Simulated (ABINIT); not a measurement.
The system is TePb.

```xyz
2
Lattice="4.0023 0.0000 0.0000 0.0000 4.0023 0.0000 0.0000 0.0000 4.0023" Properties=species:S:1:pos:R:3 pbc="T T T"
Pb    0.0000    0.0000    0.0000
Te    2.0011    2.0011    2.0011
```

Measurements of this composition are mostly on another form, of space group No. 225.

Base run:

| Item | Value |
| --- | --- |
| Program | ABINIT 10.8.3 (patched build) |
| Functional | PBEsol |
| Potentials or basis | JTH PAW PBE v2.0 |
| Cutoff | 599 eV |
| k mesh | 6 × 6 × 6 |
| Occupations | fermi-dirac, width 0.05 eV |
| Spin | no spin polarisation |

Its results: band gap on the k mesh none (metal or under the smearing width); pressure -3.0 GPa.

Task: After a change of settings the same cell gave: band gap on the k mesh 0.73 eV, indirect (least direct gap 2.05 eV); pressure -1.9 GPa. Which change was it?
A. k mesh from 6 × 6 × 6 to 3 × 3 × 3
B. functional from PBEsol to rPW86PBE; k mesh from 6 × 6 × 6 to 7 × 7 × 7
C. functional from PBEsol to PBE
D. functional from PBEsol to HCTH407; k mesh from 6 × 6 × 6 to 7 × 7 × 7

Result: A.

Caveats: some runs use coarse meshes; the PAW data sets were made with another functional, which shifts forces and pressure a little; spin-orbit coupling is left out, which as a rule narrows the gap of such compounds by several tenths of an eV (some runs); an odd mesh through Γ misses points on the zone boundary, where band edges often lie (some runs).
